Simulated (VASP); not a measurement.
MoS2:

```
CELL_PARAMETERS angstrom
1.58000 0.91221 6.15000
-1.58000 0.91221 6.15000
0.00000 -1.82443 6.15000
ATOMIC_POSITIONS crystal
Mo 0.00000 0.00000 0.00000
S 0.41700 0.41700 0.41700
S 0.25000 0.25000 0.25000
```

Measurements of this composition are mostly on another form, of space group No. 194.

Base run:

| Item | Value |
| --- | --- |
| Program | VASP 6.6.1 |
| Functional | PBE |
| Potentials or basis | VASP PAW PBE potentials, release 64 (Mo_sv, S) |
| Cutoff | 520 eV |
| k mesh | 10 × 10 × 10 |
| Occupations | fermi-dirac, width 0.05 eV |
| Spin | no spin polarisation |

Its results: band gap on the k mesh 0.97 eV, indirect (least direct gap 1.96 eV); pressure 5.2 GPa; largest force 0.506 eV/Å.

Question: The run is repeated on the same cell with these changes: functional from PBE to PBEsol. What comes out?

Answer: Band gap on the k mesh 0.92 eV, indirect (least direct gap 1.96 eV); pressure 0.3 GPa; largest force 0.260 eV/Å.

PBEsol binds more tightly than PBE, so the same cell stands under less pressure.

Caveats: the PAW data sets were made with another functional, which shifts forces and pressure a little (some runs).

A k mesh can miss the band edges.

Not every run made on this cell is shown here.
